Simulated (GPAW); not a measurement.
# Collinear magnetic orders of free-standing triangular Cr monolayer, spacing 2.56 A with GPAW

Does free-standing triangular Cr monolayer, spacing 2.56 A prefer parallel or opposed moments, or none?

Calculated with GPAW 26.7.0; LDA; plane waves with GPAW's PAW setups, scalar-relativistic.

Report form: the programs' logs are mostly left out.

## 1. The starting structure

The cell holds 1 atom: 1 Cr. Its edges and angles: a = 2.560 Å, b = 2.560 Å, c = 14.000 Å, α = 90.0°, β = 90.0°, γ = 120.0°. model lattice. Vacuum lies along c.

## 2. Start 1: ferro +

The parallel start comes first: it fits the smallest cell, keeps the most symmetry and shows whether parallel moments form.

The input, order1.py:

```python
import json
import numpy as np
from ase import Atoms
from ase.parallel import paropen, parprint
from gpaw import GPAW

atoms = Atoms(['Cr'],
    cell=[[2.56, 0.0, 0.0],
         [-1.28, 2.217025, 0.0],
         [0.0, 0.0, 14.0]],
    scaled_positions=[[0.0, 0.0, 0.5]],
    pbc=True,
    magmoms=[2.5])
atoms.calc = GPAW(mode={'name': 'pw', 'ecut': 550},
    xc='LDA',
    kpts={'size': (12, 12, 1), 'gamma': True},
    occupations={'name': 'fermi-dirac', 'width': 0.05},
    convergence={'density': 1e-05, 'energy': 1e-05},
    maxiter=200,
    txt='order1.txt')
e = atoms.get_potential_energy(force_consistent=True)
res = {'free_energy': e, 'energy_sigma0': atoms.get_potential_energy(), 'fermi_energy': atoms.calc.get_fermi_level()}
res['moments'] = atoms.get_magnetic_moments().tolist()
res['total'] = atoms.get_magnetic_moment()
parprint('site moments (muB):', np.round(res['moments'], 3))
parprint(f"total moment: {res['total']:.3f} muB")
parprint(f'free energy: {e:.6f} eV')
atoms.calc.write('order1.gpw')
with paropen('results.json', 'w') as f:
    json.dump(res, f)
```

Started as:

```sh
OMP_NUM_THREADS=1 python3 order1.py > order1.log
```

Run time: 50 s. Hardware: 1 MPI rank of Arm Neoverse V2, shared host; peak memory 0.2 GiB.

This step gave:

```
final state : non-magnetic
```

After 33 cycles the seed has died away: no moment is left.

## 3. Order 2, typed as antiferro q=(0,1/2,0) +-

Reversing part of the moments tests the sign of the couplings between them.

This order needs a doubled cell of 2 atoms. Its mesh is chosen so that both cells sample the same points.

order2.py is the script of step 2 with these lines changed:

```diff
@@ -6,12 +6,13 @@
 
-atoms = Atoms(['Cr'],
+atoms = Atoms(['Cr', 'Cr'],
     cell=[[2.56, 0.0, 0.0],
-         [-1.28, 2.217025, 0.0],
+         [-2.56, 4.43405, 0.0],
          [0.0, 0.0, 14.0]],
-    scaled_positions=[[0.0, 0.0, 0.5]],
+    scaled_positions=[[0.0, 0.0, 0.5],
+         [0.0, 0.5, 0.5]],
     pbc=True,
-    magmoms=[2.5])
+    magmoms=[2.5, -2.5])
 atoms.calc = GPAW(mode={'name': 'pw', 'ecut': 550},
     xc='LDA',
-    kpts={'size': (12, 12, 1), 'gamma': True},
+    kpts={'size': (12, 6, 1), 'gamma': True},
     occupations={'name': 'fermi-dirac', 'width': 0.05},
@@ -19,3 +20,3 @@
     maxiter=200,
-    txt='order1.txt')
+    txt='order2.txt')
 e = atoms.get_potential_energy(force_consistent=True)
@@ -27,3 +28,3 @@
 parprint(f'free energy: {e:.6f} eV')
-atoms.calc.write('order1.gpw')
+atoms.calc.write('order2.gpw')
 with paropen('results.json', 'w') as f:
```

Started as:

```sh
OMP_NUM_THREADS=1 python3 order2.py > order2.log
```

Elapsed: 2.6 min, on 1 MPI rank; peak memory 0.3 GiB.

Numbers from this step:

* magnetization: 0 μB
* final state: antiferromagnetic
* largest moment: 2.882 μB

It lies 350 meV a seeded atom under the first start, and its largest moment is 2.88 μB against 1.7e-5 μB.

## 4. Run 3 (no spin polarisation)

A run without seeds gives the energy of the state without moments.

The input, nospin.py:

```python
import json
import numpy as np
from ase import Atoms
from ase.parallel import paropen, parprint
from gpaw import GPAW

atoms = Atoms(['Cr'],
    cell=[[2.56, 0.0, 0.0],
         [-1.28, 2.217025, 0.0],
         [0.0, 0.0, 14.0]],
    scaled_positions=[[0.0, 0.0, 0.5]],
    pbc=True)
atoms.calc = GPAW(mode={'name': 'pw', 'ecut': 550},
    xc='LDA',
    kpts={'size': (12, 12, 1), 'gamma': True},
    occupations={'name': 'fermi-dirac', 'width': 0.05},
    convergence={'density': 1e-05, 'energy': 1e-05},
    maxiter=200,
    txt='nospin.txt')
e = atoms.get_potential_energy(force_consistent=True)
res = {'free_energy': e, 'energy_sigma0': atoms.get_potential_energy(), 'fermi_energy': atoms.calc.get_fermi_level()}
parprint(f'free energy: {e:.6f} eV')
atoms.calc.write('nospin.gpw')
with paropen('results.json', 'w') as f:
    json.dump(res, f)
```

Started as:

```sh
OMP_NUM_THREADS=1 python3 nospin.py > nospin.log
```

Wall time 20 s (1 MPI rank); peak memory 0.16 GiB.

Numbers from this step:

```
final state : non-magnetic (no spin polarisation)
```

It ends in the same state without moments as the first start; the 8.1e-6 meV between them is numerical noise.

## 5. Ranking

These are free energies at a smearing of 0.05 eV, so its entropy term is in the differences. They are divided by the number of seeded atoms, so that cells of unlike size compare. Wavevectors q in the names are fractions of the reciprocal vectors of the first run's cell.

Orders:

```tsv
start	final state	typed order kept	energy over the lowest (meV a seeded atom)	largest site moment (μB)	net moment (μB a primitive cell)	mesh matched	CPU time (s)
ferro +	non-magnetic	no	349.7	0	0	yes	49.58
antiferro q=(0,1/2,0) +-	antiferromagnetic	yes	0	2.882	0	yes	158.4
no spin polarisation	non-magnetic	-	349.7	0	0	yes	19.94
```

## 6. What came out

| Property | Result |
| --- | --- |
| lowest state found | antiferromagnetic (typed antiferro q=(0,1/2,0) +-) |
| largest site moment | 2.88 μB |
| next state | non-magnetic, 350 meV a seeded atom higher |
| energy gained by spin polarisation | 350 meV a seeded atom |

In words: The lowest state found is antiferromagnetic, reached from the start antiferro q=(0,1/2,0) +-, with moments up to 2.88 μB. 1 start left the typed pattern (a sign turned or a seeded moment died), so such an energy belongs to the state reached, not the one typed. Only 3 starts are shown; other collinear patterns, canted and longer-period orders are not.

[Logs and program files are shortened in this print: banners, set-up blocks, solver, clock and traceback lines can be left out without a mark of their own.]

[Logs are printed without paths, hosts, clocks, repeated set-up lines and the standing remarks that a program may print on its own settings, such as how far it seeks lower states.]

[Hosts, paths, dates, database ids (printed as entryN), source tags and the programs' standing remarks are cut or masked in the printed files.]

[Where a cell is said to come from a database of computed structures, the database is the Materials Project.]
